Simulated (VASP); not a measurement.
The system is HfB2.

```
Hf B
1.0
     3.14000    0.00000    0.00000
    -1.57000    2.71932    0.00000
     0.00000    0.00000    3.48000
Hf B
1 2
Cartesian
  0.0000 0.0000 0.0000
  1.5700 0.9064 1.7400
  0.0000 1.8129 1.7400
```

* Program: VASP 6.6.1
* Task: relaxation of cell and atoms
* Functional: PBE
* Dispersion: D3(BJ)
* Potentials or basis: VASP PAW PBE potentials, release 64 (Hf_pv, B)
* Cutoff: 600 eV
* k mesh: 8 × 8 × 8
* Occupations: fermi-dirac, width 0.05 eV
* Spin: no spin polarisation

At the start: pressure -5.1 GPa; volume 9.90 Å³/atom.

Task: How do energy, volume and symmetry change on relaxing?

Result: Over 8 steps the energy falls by 3.2 meV/atom and the volume is 9.71 Å³/atom (-2.0 %); space group P6/mmm (No. 191, to 0.05 Å).

The path:
```tsv
step	energy change (eV)	largest force (eV/Å)	pressure (GPa)	volume (Å³)
1	0.0000	0.0000	-5.05	29.71
2	0.0065	0.0000	7.14	28.39
3	-0.0094	0.0000	0.01	29.13
4	-0.0094	0.0000	0.10	29.12
5	-0.0095	0.0000	0.10	29.12
6	-0.0095	0.0000	0.10	29.11
7	-0.0095	0.0000	-0.11	29.14
8	-0.0096	0.0000	0.01	29.12
```

Final structure:
```cif
data_structure
_symmetry_space_group_name_H-M 'P 1'
_symmetry_Int_Tables_number 1
_cell_length_a 3.1220
_cell_length_b 3.1220
_cell_length_c 3.4503
_cell_angle_alpha 90.000
_cell_angle_beta 90.000
_cell_angle_gamma 120.000
_cell_volume 29.12
loop_
_atom_site_label
_atom_site_type_symbol
_atom_site_fract_x
_atom_site_fract_y
_atom_site_fract_z
_atom_site_occupancy
Hf1 Hf 0.00000 0.00000 0.00000 1
B1 B 0.66667 0.33333 0.50000 1
B2 B 0.33333 0.66667 0.50000 1
```

Caveat: pairwise dispersion overbinds metals, which lowers pressure and volume.
